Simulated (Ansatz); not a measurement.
# LiH (P1) in Ansatz: convergence with k mesh

Aim: find how far k mesh must go before the results for LiH settle, at PBEsol. This setting moves, with any that are tied to it; all else stays.

All numbers are computed with Ansatz 0.2.0; they aren't measurements. Logs are shortened: lines on timing, memory, paths and dates and some standing lists are left out, and cuts for length are marked.

### 1 The cell of the first run

The typed cell holds 2 atoms: a = 2.880 Å, b = 2.880 Å, c = 2.880 Å, α = 60.00°, β = 60.00°, γ = 60.00°.

The cell isn't the ideal one: atoms moved at random, drawn with an rms of 0.05 Å.

### 2 With k mesh 3 × 3 × 3

File input.yaml:

```yaml
crystal:
  lattice:
    - [0.0, 2.03675, 2.03675]
    - [2.03675, 0.0, 2.03675]
    - [2.03675, 2.03675, 0.0]
  atoms:
    - { symbol: Li, position: [0.012229, -0.003892, 0.000388] }
    - { symbol: H, position: [0.496686, 0.498115, 0.504653] }
hamiltonian:
  xc: pbesol
  pseudopotentials: { kind: paw, source: jth, xc_functional: pbe }
kpoints:
  mp_grid: { grid: [3, 3, 3] }
scf:
  occupations: { method: gaussian, width: 0.1 }
output:
  forces: true
  stress: true
  eigenvalues: true
```

Potentials or basis: JTH PAW.

Launch:

```
$ ansatz run input.yaml --threads 2 --pin off --max-ram 5632MiB --backend cpu --events-out ev --progress --plain --runs-dir out
```

Output:

```text
Warning: the checks of this Li dataset prove no rule for summing its radial tables, as where they were carried onto another mesh than they were made on, and Gregory's rule is taken, under which a leading mesh point left out moves its sums only by what lay on the interval it spanned. That does not make them correct, and they differ from Quantum ESPRESSO's on this file; a re-export a fraction of a mesh step off can move them. hamiltonian.pseudopotentials.radial_quadrature: simpson_from_first_knot sums it by `pw.x`'s rule; on a PAW file no value gives `pw.x`'s numbers. What more to know: hamiltonian.pseudopotentials.radial_quadrature, in the input reference
Warning: the checks of this H dataset prove no rule for summing its radial tables, as where they were carried onto another mesh than they were made on, and Gregory's rule is taken, under which a leading mesh point left out moves its sums only by what lay on the interval it spanned. That does not make them correct, and they differ from Quantum ESPRESSO's on this file; a re-export a fraction of a mesh step off can move them. hamiltonian.pseudopotentials.radial_quadrature: simpson_from_first_knot sums it by `pw.x`'s rule; on a PAW file no value gives `pw.x`'s numbers. What more to know: hamiltonian.pseudopotentials.radial_quadrature, in the input reference
Warning: RAYON_NUM_THREADS=2 ignored (pool sized by the plan → 2); use --threads N
Engine: ansatz 0.2.0, aarch64-unknown-linux-gnu
Pseudopotentials: kind: paw
Pseudopotential: Li, paw, valence charge 3, recommended cutoff 1170 eV (normal), Li.paw.azcp
Pseudopotential: H, paw, valence charge 1, recommended cutoff 630 eV (normal), H.paw.azcp
Functional definition: PBEsol
  exchange = pbesol_x
  correlation = pbesol_c
Crystal: 2 atoms, lattice volume = 16.898 Å³
Basis set: ecut = 1170 eV, 1471 PW (Γ), exchange–correlation on 72×72×72 points (8 copies of the dense FFT grid, shifted against one another)
Bands: 6, of which v1, the nominal top of the filled ones, is band 2 counted from 1 (1 counted from 0)
Symmetry: 1 space group operations
Space group: P1 (ITA 1), of the structure as read, at distance tolerance 2.6e-5 Å
k-points: 14 of 27 (time reversal used)
Non-local potential: Li, projectors of the file, l = 0: 3, l = 1: 2
Non-local potential: H, projectors of the file, l = 0: 2, l = 1: 1
PAW form: soft (Blöchl's): semilocal exchange-correlation on the pseudo side does not see the compensation charge
PAW one-centre angular grid: Li, 110 points (default); XC on 64 Gauss nodes
PAW one-centre angular grid: H, 110 points (default); XC on 64 Gauss nodes
Initial density: superposition of atomic densities (chi_scale 0.1, normalization cell, long waves kept (reshape's long-wave potential 0.00 eV rms))
Initial wavefunctions: pseudopotential atomic-orbital guess
Functional: x = pbesol(κ = 0.804, μ = 0.12345679012345678), c = pbesol(β = 0.046)
SCF iter   1: F=—  HF=-220.092335 eV  |F-HF|=—  |Δ(HF+E_count)|=         —  Δρ=5.48e-2  dr2=4.48e-1  ethr=3.10e-3  ⟨swp⟩=4.0  Hψ=695  notcnv=0
preconditioner: auto → none  [insulator: Δε(μ)=6.386 eV  Ē_g=14.103 eV  σ=0.100 eV  W_gap=1.00  n_scr=0 (ndim 8)  ℏωp=12.8 eV  f_vac=0.000  D(μ)=0.00/eV (n_scr^D=0)  ε∞_Penn≈1.8]
SCF iter   2: F=—  HF=-219.597537 eV  |F-HF|=—  |Δ(HF+E_count)|=   4.95e-1  Δρ=1.46e-2  dr2=3.71e-2  ethr=3.10e-3  ⟨swp⟩=2.0  Hψ=277  notcnv=0
SCF iter   3: F=—  HF=-219.525657 eV  |F-HF|=—  |Δ(HF+E_count)|=   7.19e-2  Δρ=3.76e-3  dr2=6.50e-4  ethr=9.28e-4  ⟨swp⟩=2.0  Hψ=165  notcnv=0
SCF iter   4: F=—  HF=-219.525217 eV  |F-HF|=—  |Δ(HF+E_count)|=   4.40e-4  Δρ=3.60e-4  dr2=6.06e-6  ethr=1.62e-5  ⟨swp⟩=1.0  Hψ=84  notcnv=0
SCF iter   5: F=—  HF=-219.525218 eV  |F-HF|=—  |Δ(HF+E_count)|=   3.51e-7  Δρ=1.73e-5  dr2=1.75e-8  ethr=2.50e-9  ⟨swp⟩=3.9  Hψ=484  notcnv=0
SCF iter   6: F=-219.525218 eV  HF=-219.525218 eV  |F-HF|=4.10e-10  |Δ(HF+E_count)|=   5.98e-9  Δρ=2.30e-6  dr2=3.65e-10  ethr=4.39e-10  ⟨swp⟩=2.0  Hψ=260  notcnv=0
SCF 1 converged in 6 iterations: F = -219.525218 eV  dr2 = 3.65e-10
SCF converged after 6 iterations
Free energy (F): -219.525218 eV
Harris-Foulkes:  -219.525218 eV  (|F-HF|=4.10e-10)
Internal energy: -219.525218 eV  (E = F + TS)
E sigma→0 (E₀):  -219.525218 eV
Fermi energy:    2.371183 eV
--- Per-component energies (eV) ---
  E_band       = -89.980600
  E_kinetic    = 56.345639
  E_local      = -81.876863  (includes V_loc(G=0)·N_el)
  E_nonlocal   = -96.835766
  E_hartree    = 36.718195
  E_xc         = -26.187397
  E_vxc        = -33.986635  (∫ρ·V_xc dr)
  E_paw        = -15.103886  (= ΣΔE_a)
  E_vpaw       = -7.063394  (= ΣTr[D̂ρ^β])
  E_aug_tail   = 0.000012  (compensation charges beyond the density's cutoff)
  E_ewald      = -92.585152
  E_smearing   = -0.000000  (= −TS)
  E_closure    = 0.000000  (closes the sum)
  Σ components = -219.525218   (vs F -219.525218, Δ=0.00e0)
--- Forces (eV/Å), atoms counted from 1 ---
  atom   1  Li     0.01575819    -0.02842495    -0.03418447
  atom   2  H     -0.01575824     0.02842498     0.03418453
  max |Σ_I F_I| component: 5.94e-8 eV/Å
--- Stress (GPa, compression-positive) ---
       -2.573632       0.003750       0.004506
        0.003750      -2.545612      -0.008119
        0.004506      -0.008119      -2.527726
  P = ⅓ Tr σ = -2.5490 GPa (-25.490 kbar)
--- Band table (eV; the first three rows and the last of 14) ---
  k-point 0: bands = ["-43.2280", "-4.8442", "15.9614", "17.8096", "17.8121", "17.8530"]
  k-point 1: bands = ["-43.1972", "-3.0697", "7.4694", "14.3005", "16.3859", "16.3941"]
  k-point 2: bands = ["-43.1972", "-3.0698", "7.4698", "14.2998", "16.3861", "16.3942"]
  k-point 13: bands = ["-43.1773", "-0.5430", "5.2879", "7.4358", "12.8767", "15.8737"]
```

It took 0.49 s on 2 threads of Arm Neoverse V2, shared host; peak memory 0.26 GiB.

What came out:

- Free energy: -219.5252 eV
- Pressure: -2.5 GPa
- Largest force: 0.047 eV/Å
- Band gap on the k mesh: 5.83 eV, direct

### 3 With k mesh 4 × 4 × 4

input.yaml, as its differences from that of step 2:

```diff
@@ -12,3 +12,3 @@
 kpoints:
-  mp_grid: { grid: [3, 3, 3] }
+  mp_grid: { grid: [4, 4, 4] }
 scf:
```

Potentials or basis: JTH PAW.

Launch:

```
$ ansatz run input.yaml --threads 2 --pin off --max-ram 5632MiB --backend cpu --events-out ev --progress --plain --runs-dir out
```

Run time: 0.84 s. Hardware: 2 threads of Arm Neoverse V2, shared host; peak memory 0.28 GiB.

Results:

```
Free energy            : -219.4748 eV
Pressure               : -1.9 GPa
Largest force          : 0.032 eV/Å
Band gap on the k mesh : 2.77 eV, direct
```

### 4 With k mesh 5 × 5 × 5

input.yaml, as its differences from that of step 3:

```diff
@@ -12,3 +12,3 @@
 kpoints:
-  mp_grid: { grid: [4, 4, 4] }
+  mp_grid: { grid: [5, 5, 5] }
 scf:
```

Launch:

```
$ ansatz run input.yaml --threads 2 --pin off --max-ram 5632MiB --backend cpu --events-out ev --progress --plain --runs-dir out
```

Run time: 1.4 s. Hardware: 2 threads of Arm Neoverse V2, shared host; peak memory 0.31 GiB.

What came out:

* Free energy: -219.4898 eV
* Pressure: -2.2 GPa
* Largest force: 0.038 eV/Å
* Band gap on the k mesh: 3.77 eV, direct

### 5 With k mesh 6 × 6 × 6

input.yaml, as its differences from that of step 4:

```diff
@@ -12,3 +12,3 @@
 kpoints:
-  mp_grid: { grid: [5, 5, 5] }
+  mp_grid: { grid: [6, 6, 6] }
 scf:
```

Launch:

```
$ ansatz run input.yaml --threads 2 --pin off --max-ram 5632MiB --backend cpu --events-out ev --progress --plain --runs-dir out
```

It took 2.3 s on 2 threads of Arm Neoverse V2, shared host; peak memory 0.36 GiB.

What came out:

| Property | Result |
| --- | --- |
| Free energy | -219.4884 eV |
| Pressure | -2.2 GPa |
| Largest force | 0.037 eV/Å |
| Band gap on the k mesh | 2.78 eV, direct |

### 6 With k mesh 8 × 8 × 8

input.yaml, as its differences from that of step 5:

```diff
@@ -12,3 +12,3 @@
 kpoints:
-  mp_grid: { grid: [6, 6, 6] }
+  mp_grid: { grid: [8, 8, 8] }
 scf:
```

Potentials or basis: JTH PAW.

Launch:

```
$ ansatz run input.yaml --threads 2 --pin off --max-ram 5632MiB --backend cpu --events-out ev --progress --plain --runs-dir out
```

Wall time 5.2 s (2 threads of Arm Neoverse V2, shared host); peak memory 0.48 GiB.

It converged, with:

| Property | Result |
| --- | --- |
| Free energy | -219.4895 eV |
| Pressure | -2.2 GPa |
| Largest force | 0.038 eV/Å |
| Band gap on the k mesh | 2.78 eV, direct |

### 7 With k mesh 10 × 10 × 10

input.yaml, as its differences from that of step 6:

```diff
@@ -12,3 +12,3 @@
 kpoints:
-  mp_grid: { grid: [8, 8, 8] }
+  mp_grid: { grid: [10, 10, 10] }
 scf:
```

Launch:

```
$ ansatz run input.yaml --threads 2 --pin off --max-ram 5632MiB --backend cpu --events-out ev --progress --plain --runs-dir out
```

Wall time 10 s (2 threads of Arm Neoverse V2, shared host); peak memory 0.67 GiB.

It converged, with:

```yaml
Free_energy: -219.4896 eV
Pressure: -2.2 GPa
Largest_force: 0.038 eV/Å
Band_gap_on_the_k_mesh: 2.78 eV, direct
```

### 8 With k mesh 13 × 13 × 13

input.yaml, as its differences from that of step 7:

```diff
@@ -12,3 +12,3 @@
 kpoints:
-  mp_grid: { grid: [10, 10, 10] }
+  mp_grid: { grid: [13, 13, 13] }
 scf:
```

Launch:

```
$ ansatz run input.yaml --threads 2 --pin off --max-ram 5632MiB --backend cpu --events-out ev --progress --plain --runs-dir out
```

Run time: 22 s. Hardware: 2 threads of Arm Neoverse V2, shared host; peak memory 1.1 GiB.

The run converged. Its results:

| Quantity | Value |
| --- | --- |
| Free energy | -219.4896 eV |
| Pressure | -2.2 GPa |
| Largest force | 0.038 eV/Å |
| Band gap on the k mesh | 2.91 eV, direct |

### 9 With k mesh 15 × 15 × 15

input.yaml, as its differences from that of step 8:

```diff
@@ -12,3 +12,3 @@
 kpoints:
-  mp_grid: { grid: [13, 13, 13] }
+  mp_grid: { grid: [15, 15, 15] }
 scf:
```

Potentials or basis: JTH PAW.

Launch:

```
$ ansatz run input.yaml --threads 2 --pin off --max-ram 5632MiB --backend cpu --events-out ev --progress --plain --runs-dir out
```

Wall time 34 s (2 threads of Arm Neoverse V2, shared host); peak memory 1.6 GiB.

It converged, with:

```
Free energy            : -219.4896 eV
Pressure               : -2.2 GPa
Largest force          : 0.038 eV/Å
Band gap on the k mesh : 2.88 eV, direct
```

### 10 With k mesh 18 × 18 × 18

input.yaml, as its differences from that of step 9:

```diff
@@ -12,3 +12,3 @@
 kpoints:
-  mp_grid: { grid: [15, 15, 15] }
+  mp_grid: { grid: [18, 18, 18] }
 scf:
```

Launch:

```
$ ansatz run input.yaml --threads 2 --pin off --max-ram 5632MiB --backend cpu --events-out ev --progress --plain --runs-dir out
```

It took 59 s on 2 threads of Arm Neoverse V2, shared host; peak memory 2.5 GiB.

The run converged. Its results:

```
Free energy            : -219.4896 eV
Pressure               : -2.2 GPa
Largest force          : 0.038 eV/Å
Band gap on the k mesh : 2.78 eV, direct
```

### 11 The series at a glance

| k mesh | energy less the tightest run, at zero smearing (meV/atom) | pressure (GPa) | largest force (eV/Å) | gap on the mesh (eV) | SCF cycles | CPU time (s) | peak memory (GiB) |
| --- | --- | --- | --- | --- | --- | --- | --- |
| 3 × 3 × 3 | -17.82 | -2.55 | 0.047 | 5.828 | 6 | 0.88 | 0.26 |
| 4 × 4 × 4 | 7.37 | -1.86 | 0.032 | 2.767 | 6 | 1.6 | 0.28 |
| 5 × 5 × 5 | -0.12 | -2.20 | 0.038 | 3.766 | 6 | 2.7 | 0.31 |
| 6 × 6 × 6 | 0.57 | -2.17 | 0.037 | 2.779 | 6 | 4.5 | 0.36 |
| 8 × 8 × 8 | 0.06 | -2.20 | 0.038 | 2.780 | 6 | 10 | 0.48 |
| 10 × 10 × 10 | 0.01 | -2.20 | 0.038 | 2.780 | 6 | 20 | 0.67 |
| 13 × 13 × 13 | 0.00 | -2.20 | 0.038 | 2.914 | 6 | 44 | 1.1 |
| 15 × 15 × 15 | 0.00 | -2.20 | 0.038 | 2.881 | 6 | 67 | 1.6 |
| 18 × 18 × 18 | 0.00 | -2.20 | 0.038 | 2.780 | 6 | 120 | 2.5 |

Against the tightest run, the energy stays within 1 meV/atom from 5 × 5 × 5 on; the pressure stays within 0.1 GPa from 5 × 5 × 5 on; the largest force stays within 0.005 eV/Å from 5 × 5 × 5 on. Not settled before the last step: the gap on the mesh (to 0.01 eV). Meshes of other sizes hit other points, so gaps and Fermi surfaces needn't settle smoothly. The tightest run that finished is the yardstick and may itself not be fully converged.
